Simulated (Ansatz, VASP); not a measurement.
**TaN: VASP beside Ansatz**

```
CELL_PARAMETERS angstrom
5.16696 0.00000 0.00000
-2.58348 4.47472 0.00000
0.00000 0.00000 2.88877
ATOMIC_POSITIONS crystal
Ta 0.00000 0.00000 0.00000
Ta 0.33333 0.66667 0.50000
Ta 0.66667 0.33333 0.50000
N 0.50000 0.00000 0.00000
N 0.50000 0.50000 0.00000
N 0.00000 0.50000 0.00000
```

Alike in both runs: functional LDA; k mesh 5 × 5 × 8; no spin polarisation.

Ansatz relaxed the structure, and its values are those at the end. VASP's run is a single point on that final structure, the one shown.

```csv
,VASP,Ansatz
version,VASP 6.6.1,Ansatz 0.2.0
potentials or method,"VASP PAW LDA potentials, release 64 (Ta_pv, N)","plane waves, PAW"
plane-wave cutoff (eV),520,420
occupations,"fermi-dirac, width 0.1 eV",fermi-dirac
valence electrons in the cell,48,54
```

Ansatz gave:

```
pressure (GPa) : 0.0
```

Q: Estimate VASP's values.

A: Pressure (GPa): 1.8.

The two sets of potentials don't hold the same shells in valence.

Spin-orbit coupling is left out, which matters for the levels of Ta.
